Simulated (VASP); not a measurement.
A run of VASP 6.6.1:

POSCAR

```
C3N4
1.0
    7.1345423322      0.0000000000      0.0000000000
   -3.5672711661      6.1786949041      0.0000000000
    0.0000000000      0.0000000000      7.0398900000
C N
12 16
Direct
    0.0951920000      0.5475960000      0.0000000000
    0.4524040000      0.9048080000      0.0000000000
    0.4524040000      0.5475960000      0.0000000000
    0.7793750000      0.5587500000      0.0000000000
    0.7793750000      0.2206250000      0.0000000000
    0.4412500000      0.2206250000      0.0000000000
    0.1124745000      0.2249490000      0.5000000000
    0.1124745000      0.8875255000      0.5000000000
    0.7750510000      0.8875255000      0.5000000000
    0.7863990000      0.2136010000      0.5000000000
    0.4272020000      0.2136010000      0.5000000000
    0.7863990000      0.5727980000      0.5000000000
    0.3333333333      0.6666666667      0.0000000000
    0.6684290000      0.0052730000      0.0000000000
    0.3368440000      0.3315710000      0.0000000000
    0.9947270000      0.6631560000      0.0000000000
    0.6666666667      0.3333333333      0.0000000000
    0.0019530000      0.3297450000      0.5000000000
    0.3277920000      0.9980470000      0.5000000000
    0.6702550000      0.6722080000      0.5000000000
    0.0000000000      0.0000000000      0.5000000000
    0.6666666667      0.3333333333      0.5000000000
    0.9947270000      0.3315710000      0.0000000000
    0.3368440000      0.0052730000      0.0000000000
    0.6684290000      0.6631560000      0.0000000000
    0.6702550000      0.9980470000      0.5000000000
    0.3277920000      0.3297450000      0.5000000000
    0.0019530000      0.6722080000      0.5000000000
```

INCAR.step1

```
PREC = Accurate
ENCUT = 520
ISMEAR = -1
SIGMA = 0.02
LREAL = Auto
LASPH = True
NELM = 60
NBANDS = 84
GGA = PE
ALGO = Normal
EDIFF = 1E-4
LWAVE = True
LCHARG = False
```

File INCAR.step2:

```
PREC = Accurate
ENCUT = 520
EDIFF = 1E-8
ISMEAR = -1
SIGMA = 0.02
LREAL = Auto
LASPH = True
NELM = 60
ALGO = Normal
ISIF = 2
LWAVE = False
LCHARG = False
METAGGA = R2SCAN
LMIXTAU = True
LEFG = True
NBANDS = 84
ISTART = 1
```

The input KPOINTS:

```
Automatic mesh
0
Gamma
  5 5 4
```

Potentials or basis: VASP PAW PBE potentials, release 64 (C, N).

The run is started by

```console
$ cat potpaw_PBE.64/C/POTCAR potpaw_PBE.64/N/POTCAR > POTCAR
$ cp INCAR.step1 INCAR
$ mpirun -np 1 vasp_std > vasp.out
$ cp INCAR.step2 INCAR
$ mpirun -np 1 vasp_std > vasp.out
```

Hardware: 1 thread of Intel(R) Xeon(R) Platinum 8559C (Emerald Rapids), with other jobs on the host.

**Question.** Estimate the wall time of this run.

**Answer.** Run time: 50 min on 1 thread of Intel(R) Xeon(R) Platinum 8559C (Emerald Rapids), on a shared host, peak memory 0.55 GiB. Counts: scf iterations 20, k points 15.
